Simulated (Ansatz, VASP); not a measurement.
# KCl in VASP and in Ansatz

INCAR

```
SYSTEM = KCl
PREC = Accurate ; ENCUT = 600
EDIFF = 1E-6 ; ISMEAR = 0
SIGMA = 0.02 ; LREAL = .FALSE.
LASPH = .TRUE. ; NELM = 80
ALGO = Normal ; ISIF = 3
LWAVE = .FALSE. ; LCHARG = .FALSE.
GGA = PE ; IBRION = 2
NSW = 100 ; EDIFFG = -0.005
```

Contents of KPOINTS:

```
regular mesh
0
G
  6 6 6
  0 0 0
```

The input POSCAR:

```
KCl
1.0
    0.0000000000      3.1464700000      3.1464700000
    3.1464700000      0.0000000000      3.1464700000
    3.1464700000      3.1464700000      0.0000000000
K Cl
1 1
Direct
    0.0000000000      0.0000000000      0.0000000000
    0.5000000000      0.5000000000      0.5000000000
```

Input for Ansatz:

```yaml
crystal:
  lattice:
    - [0.0, 3.14647, 3.14647]
    - [3.14647, 0.0, 3.14647]
    - [3.14647, 3.14647, 0.0]
  atoms:
    - { symbol: K, position: [0.0, 0.0, 0.0] }
    - { symbol: Cl, position: [0.5, 0.5, 0.5] }
basis:
  ecutwfc: 420
kpoints:
  mp_grid: { grid: [6, 6, 6] }
hamiltonian:
  xc: pbe
scf:
  occupations: { method: gaussian, width: 0.02 }
output:
  forces: true
  stress: true
  eigenvalues: true
  write_density: true
  write_potential: true
  elf: true
  volumetric_format: npy
relax:
  adjacent_minimum: "off"
  f_tol: 0.005
  max_steps: 80
  cell: { stress_tol: 0.05 }
```

Alike in both runs: task relaxation of cell and atoms; functional PBE; k mesh 6 × 6 × 6; occupations gaussian, width 0.02 eV; no spin polarisation.

|  | VASP | Ansatz |
| --- | --- | --- |
| version | VASP 6.6.1 | Ansatz 0.2.0 |
| potentials or method | VASP PAW PBE potentials, release 64 (K_sv, Cl) | scalar-relativistic, plane waves, PAW |
| plane-wave cutoff (eV) | 600 | 420 |
| valence electrons in the cell | 16 | 16 |

VASP gave:

```
gap on the k mesh at the Fermi level, each at its own relaxed structure (eV) : 5.04
relaxed volume (Å³/atom)                                                     : 32.58
relaxed cell length with the largest relative difference (Å)                 : 4.517
energy change over the relaxation (meV/atom)                                 : -3
```

Estimate Ansatz's values.

gap on the k mesh at the Fermi level, each at its own relaxed structure (eV): 5.05; relaxed volume (Å³/atom): 32.44; relaxed cell length with the largest relative difference (Å): 4.510; energy change over the relaxation (meV/atom): -3.

As with any semilocal functional, this PBE gap is likely too small. Zero-point motion and thermal expansion aren't in these numbers. PBE usually gives volumes a little too large and moduli too small.
